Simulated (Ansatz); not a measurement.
Computed with Ansatz on PBE0-D4/def2-TZVP structures; ΔE is electronic, products minus reactants. CCSD(T)/CBS adds triple-zeta CCSD(T) − MP2 to the extrapolated MP2 energy (def2 sets, frozen cores). This one scheme is used for every species. One conformer a species, not always the lowest.

Consider the ligand exchange at a B–C bond: `BC(F)(F)F` + `C=C[SiH2]N` → `BN[SiH2]C=C` + trifluoromethane.

```json
{"species": "`BC(F)(F)F`", "CCSD(T)/CBS(def2) energy (Eh)": "-363.39214"}
{"species": "`C=C[SiH2]N`", "CCSD(T)/CBS(def2) energy (Eh)": "-424.10479"}
{"species": "`BN[SiH2]C=C`", "CCSD(T)/CBS(def2) energy (Eh)": "-449.53065"}
{"species": "`FC(F)F`", "CCSD(T)/CBS(def2) energy (Eh)": "-338.02896"}
```

Question: Work out ΔE.

Answer: ΔE = (-449.53065) + (-338.02896) − (-363.39214) − (-424.10479) = -0.06268 Eh = -39.3 kcal/mol.

Largest T1 diagnostic among the species: 0.013.

From BLYP to BHLYP (50 % exact exchange), in def2-TZVPP and without D4, ΔE moves by −1.0 kcal/mol. In def2-TZVPP, CCSD(T) changes the Hartree–Fock value by −1.3 kcal/mol (the triples alone add −0.4 kcal/mol) and MP2 by −2.3 kcal/mol.
